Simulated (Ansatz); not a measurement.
# Ca (Im-3m) in Ansatz: convergence with smearing width

Aim: find how far smearing width must go before the results for Ca settle, at PBE. This setting moves, with any that are tied to it; all else stays.

Program: Ansatz 0.2.0. These are calculated values, not measurements. Logs are shortened: lines on timing, memory, paths and dates and some standing lists are left out, and cuts for length are marked.

## 1. The structure

The structure is cubic, space group Im-3m (No. 229). Conventional cell: a = 4.480 Å, b = 4.480 Å, c = 4.480 Å, α = 90.00°, β = 90.00°, γ = 90.00°. Ca (site symmetry m-3m) has 8 Ca at 3.88 Å as nearest neighbours.

This isn't the form of Ca at room conditions, which is fcc.

## 2. With smearing width 0.3 eV

input.yaml

```yaml
crystal:
  lattice:
    - [-2.24, 2.24, 2.24]
    - [2.24, -2.24, 2.24]
    - [2.24, 2.24, -2.24]
  atoms:
    - { symbol: Ca, position: [0.0, 0.0, 0.0] }
hamiltonian:
  xc: pbe
  pseudopotentials: { kind: paw }
kpoints:
  mp_grid: { grid: [7, 7, 7] }
scf:
  occupations: { method: gaussian, width: 0.3 }
output:
  forces: true
  stress: true
  eigenvalues: true
```

Potentials or basis: Ansatz PAW.

Command:

```
$ ansatz run input.yaml --threads 2 --pin off --max-ram 5632MiB --backend cpu --events-out ev --progress --plain --runs-dir out
```

The log of the run:

```text
Warning: RAYON_NUM_THREADS=2 ignored (pool sized by the plan → 2); use --threads N
Engine: ansatz 0.2.0, x86_64-unknown-linux-gnu
Pseudopotentials: kind: paw
Pseudopotential: Ca, paw, valence charge 10, recommended cutoff 420 eV (normal), Ca.paw.azcp
Functional definition: PBE
  parameter kappa = 0.804
  parameter beta = 0.06672455060314922
  exchange = pbe_x(kappa = kappa, mu = beta*pi^2/3)
  correlation = pbe_c(beta = beta)
Crystal: 1 atoms, lattice volume = 44.958 Å³
Basis set: ecut = 420 eV, 935 PW (Γ), exchange–correlation on 54×54×54 points (8 copies of the dense FFT grid, shifted against one another)
Bands: 9, of which v1, the nominal top of the filled ones, is band 5 counted from 1 (4 counted from 0)
Symmetry: 48 space group operations
Space group: Im-3m (ITA 229), of the structure as read, at distance tolerance 3.6e-5 Å
k-points: 20 of 343
Non-local potential: Ca, projectors of the file, l = 0: 3, l = 1: 2, l = 2: 2
PAW form: soft (Blöchl's): semilocal exchange-correlation on the pseudo side does not see the compensation charge
PAW one-centre angular grid: Ca, 110 points (default); XC on 64 Gauss nodes
Initial density: superposition of atomic densities (neutral atoms: chi_scale 0, normalization atom), corrected by the library's trained network
Initial wavefunctions: pseudopotential atomic-orbital guess
Functional: x = pbe(κ = 0.804, μ = 0.2195149727645171), c = pbe(β = 0.06672455060314922)
SCF iter   1: F=—  HF=-1816.870999 eV  |F-HF|=—  |Δ(HF+E_count)|=         —  Δρ=1.02e-3  dr2=5.73e-4  ethr=1.77e-3  ⟨swp⟩=5.2  Hψ=1362  notcnv=0
preconditioner: auto → Kerker (q_TF=auto, 2.124 Å⁻¹)  [metal: Δε(μ)=0.061 eV  Ē_g=3.434 eV  σ=0.300 eV  W_gap=0.11  n_scr=12 (ndim 8)  ℏωp=7.8 eV  f_vac=0.000  D(μ)=1.34/eV (n_scr^D=12)]
SCF iter   2: F=—  HF=-1816.871186 eV  |F-HF|=—  |Δ(HF+E_count)|=   1.87e-4  Δρ=5.68e-4  dr2=1.79e-4  ethr=5.73e-6  ⟨swp⟩=2.5  Hψ=428  notcnv=0
SCF iter   3: F=—  HF=-1816.871223 eV  |F-HF|=—  |Δ(HF+E_count)|=   3.71e-5  Δρ=1.59e-4  dr2=1.88e-5  ethr=1.79e-6  ⟨swp⟩=2.3  Hψ=257  notcnv=0
SCF iter   4: F=—  HF=-1816.871225 eV  |F-HF|=—  |Δ(HF+E_count)|=   1.95e-6  Δρ=3.99e-5  dr2=2.85e-7  ethr=1.88e-7  ⟨swp⟩=2.0  Hψ=206  notcnv=0
iter 5 did not close the SCF: its close was put off for the readings that it lacked (scf_convergence_deferred on its scf_iter line)
SCF iter   5: F=-1816.871225 eV  HF=-1816.871225 eV  |F-HF|=8.24e-9  |Δ(HF+E_count)|=   3.88e-7  Δρ=9.16e-6  dr2=6.38e-8  ethr=2.85e-9  ⟨swp⟩=2.9  Hψ=289  notcnv=0
SCF iter   6: F=-1816.871225 eV  HF=-1816.871225 eV  |F-HF|=6.99e-10  |Δ(HF+E_count)|=   2.85e-9  Δρ=1.43e-6  dr2=5.93e-10  ethr=6.38e-10  ⟨swp⟩=2.3  Hψ=566  notcnv=0
SCF 1 converged in 6 iterations: F = -1816.871225 eV  dr2 = 5.93e-10
SCF converged after 6 iterations
Free energy (F): -1816.871225 eV
Harris-Foulkes:  -1816.871225 eV  (|F-HF|=6.99e-10)
Internal energy: -1816.810610 eV  (E = F + TS)
E sigma→0 (E₀):  -1816.840917 eV
Entropy (-TS):   -0.060616 eV (-60.616 meV/atom)
Fermi energy:    4.529669 eV
--- Per-component energies (eV) ---
  E_band       = -180.590420
  E_kinetic    = 274.934333
  E_local      = -867.588976  (includes V_loc(G=0)·N_el)
  E_nonlocal   = 63.565908
  E_hartree    = 290.974027
  E_xc         = -135.625538
  E_vxc        = -169.022438  (∫ρ·V_xc dr)
  E_paw        = -858.207951  (= ΣΔE_a)
  E_vpaw       = -64.427321  (= ΣTr[D̂ρ^β])
  E_aug_tail   = -0.000006  (compensation charges beyond the density's cutoff)
  E_ewald      = -584.862405
  E_smearing   = -0.060616  (= −TS)
  E_closure    = 0.000000  (closes the sum)
  Σ components = -1816.871225   (vs F -1816.871225, Δ=0.00e0)
--- Forces (eV/Å), atoms counted from 1 ---
  atom   1  Ca     0.00000000    -0.00000000    -0.00000000
  max |Σ_I F_I| component: 4.11e-31 eV/Å
--- Stress (GPa, compression-positive) ---
       -0.982298       0.000000       0.000000
        0.000000      -0.982298       0.000000
       -0.000000      -0.000000      -0.982298
  P = ⅓ Tr σ = -0.9823 GPa (-9.823 kbar)
--- Band table (eV; the first three rows and the last of 20) ---
  k-point 0: bands = ["-37.6570", "-18.5783", "-18.5783", "-18.5783", "0.6123", "6.7655", "6.7655", "6.7655", "7.7508"]
  k-point 1: bands = ["-37.6549", "-18.5994", "-18.5854", "-18.5782", "0.9585", "6.5694", "6.5893", "7.0195", "7.5803"]
  k-point 2: bands = ["-37.6503", "-18.6462", "-18.6014", "-18.5781", "1.9298", "5.8483", "6.1826", "7.6077", "7.7153"]
  k-point 19: bands = ["-37.6384", "-18.6580", "-18.6546", "-18.6546", "4.5678", "4.7927", "7.5860", "7.5860", "7.7995"]
```

Run time: 1.4 s. Hardware: 2 threads of Intel Xeon at 2.50GHz (Skylake/Cascade Lake), shared host; peak memory 0.28 GiB.

What came out:

```yaml
Free_energy: -1816.8712 eV
Pressure: -1.0 GPa
Band_gap_on_the_k_mesh: none (metal or under the smearing width)
```

## 3. With smearing width 0.2 eV

Edit input.yaml of step 2 so:

```diff
@@ -13,3 +13,3 @@
 scf:
-  occupations: { method: gaussian, width: 0.3 }
+  occupations: { method: gaussian, width: 0.2 }
 output:
```

Potentials or basis: Ansatz PAW.

Command:

```
$ ansatz run input.yaml --threads 2 --pin off --max-ram 5632MiB --backend cpu --events-out ev --progress --plain --runs-dir out
```

Run time: 1.1 s. Hardware: 2 threads of Intel Xeon at 2.50GHz (Skylake/Cascade Lake), shared host; peak memory 0.28 GiB.

Results:

| Property | Result |
| --- | --- |
| Free energy | -1816.8536 eV |
| Pressure | -1.0 GPa |
| Band gap on the k mesh | none (metal or under the smearing width) |

## 4. With smearing width 0.15 eV

Edit input.yaml of step 3 so:

```diff
@@ -13,3 +13,3 @@
 scf:
-  occupations: { method: gaussian, width: 0.2 }
+  occupations: { method: gaussian, width: 0.15 }
 output:
```

Command:

```
$ ansatz run input.yaml --threads 2 --pin off --max-ram 5632MiB --backend cpu --events-out ev --progress --plain --runs-dir out
```

Wall time 1.2 s (2 threads of Intel Xeon at 2.50GHz (Skylake/Cascade Lake), shared host); peak memory 0.28 GiB.

What came out:

```
Free energy            : -1816.8466 eV
Pressure               : -0.9 GPa
Band gap on the k mesh : none (metal or under the smearing width)
```

## 5. With smearing width 0.1 eV

Edit input.yaml of step 4 so:

```diff
@@ -13,3 +13,3 @@
 scf:
-  occupations: { method: gaussian, width: 0.15 }
+  occupations: { method: gaussian, width: 0.1 }
 output:
```

Command:

```
$ ansatz run input.yaml --threads 2 --pin off --max-ram 5632MiB --backend cpu --events-out ev --progress --plain --runs-dir out
```

Run time: 1.1 s. Hardware: 2 threads of Intel Xeon at 2.50GHz (Skylake/Cascade Lake), shared host; peak memory 0.28 GiB.

What came out:

* Free energy: -1816.8404 eV
* Pressure: -0.9 GPa
* Band gap on the k mesh: none (metal or under the smearing width)

## 6. With smearing width 0.05 eV

Edit input.yaml of step 5 so:

```diff
@@ -13,3 +13,3 @@
 scf:
-  occupations: { method: gaussian, width: 0.1 }
+  occupations: { method: gaussian, width: 0.05 }
 output:
```

Potentials or basis: Ansatz PAW.

Command:

```
$ ansatz run input.yaml --threads 2 --pin off --max-ram 5632MiB --backend cpu --events-out ev --progress --plain --runs-dir out
```

Wall time 1.2 s (2 threads of Intel Xeon at 2.50GHz (Skylake/Cascade Lake), shared host); peak memory 0.28 GiB.

The run converged. Its results:

| Quantity | Value |
| --- | --- |
| Free energy | -1816.8355 eV |
| Pressure | -0.9 GPa |
| Band gap on the k mesh | none (metal or under the smearing width) |

## 7. With smearing width 0.025 eV

Edit input.yaml of step 6 so:

```diff
@@ -13,3 +13,3 @@
 scf:
-  occupations: { method: gaussian, width: 0.05 }
+  occupations: { method: gaussian, width: 0.025 }
 output:
```

Command:

```
$ ansatz run input.yaml --threads 2 --pin off --max-ram 5632MiB --backend cpu --events-out ev --progress --plain --runs-dir out
```

Wall time 1.3 s (2 threads of Intel Xeon at 2.50GHz (Skylake/Cascade Lake), shared host); peak memory 0.28 GiB.

The run converged. Its results:

- Free energy: -1816.8342 eV
- Pressure: -0.9 GPa
- Band gap on the k mesh: none (metal or under the smearing width)

## 8. With smearing width 0.01 eV

Edit input.yaml of step 7 so:

```diff
@@ -13,3 +13,3 @@
 scf:
-  occupations: { method: gaussian, width: 0.025 }
+  occupations: { method: gaussian, width: 0.01 }
 output:
```

Command:

```
$ ansatz run input.yaml --threads 2 --pin off --max-ram 5632MiB --backend cpu --events-out ev --progress --plain --runs-dir out
```

Run time: 1.2 s. Hardware: 2 threads of Intel Xeon at 2.50GHz (Skylake/Cascade Lake), shared host; peak memory 0.28 GiB.

The run converged. Its results:

| Quantity | Value |
| --- | --- |
| Free energy | -1816.8339 eV |
| Pressure | -0.8 GPa |
| Band gap on the k mesh | none (metal or under the smearing width) |

## 9. With smearing width 0.005 eV

Edit input.yaml of step 8 so:

```diff
@@ -13,3 +13,3 @@
 scf:
-  occupations: { method: gaussian, width: 0.01 }
+  occupations: { method: gaussian, width: 0.005 }
 output:
```

Potentials or basis: Ansatz PAW.

Command:

```
$ ansatz run input.yaml --threads 2 --pin off --max-ram 5632MiB --backend cpu --events-out ev --progress --plain --runs-dir out
```

It took 1 s on 2 threads of Intel Xeon at 2.50GHz (Skylake/Cascade Lake), shared host; peak memory 0.28 GiB.

It converged, with:

```yaml
Free_energy: -1816.8339 eV
Pressure: -0.8 GPa
Band_gap_on_the_k_mesh: none (metal or under the smearing width)
```

## 10. Result

```tsv
smearing width	energy less the tightest run, at zero smearing (meV/atom)	pressure (GPa)	SCF cycles	CPU time (s)	peak memory (GiB)
0.3 eV	-7.09	-0.98	6	1.5	0.28
0.2 eV	-4.61	-0.96	6	1.4	0.28
0.15 eV	-2.83	-0.95	6	1.4	0.28
0.1 eV	-0.98	-0.92	6	1.4	0.28
0.05 eV	0.22	-0.89	6	1.4	0.28
0.025 eV	-0.06	-0.85	6	1.6	0.28
0.01 eV	-0.04	-0.84	6	1.5	0.28
0.005 eV	0.00	-0.84	6	1.4	0.28
```

Against the tightest run, the energy stays within 1 meV/atom from 0.1 eV on; the pressure stays within 0.1 GPa from 0.1 eV on. Narrower smearing needs a denser k mesh, so at a fixed mesh the narrowest width isn't the most accurate. The tightest run that finished is the yardstick and may itself not be fully converged.

Caveats: the cell was measured hot, at 740 K.
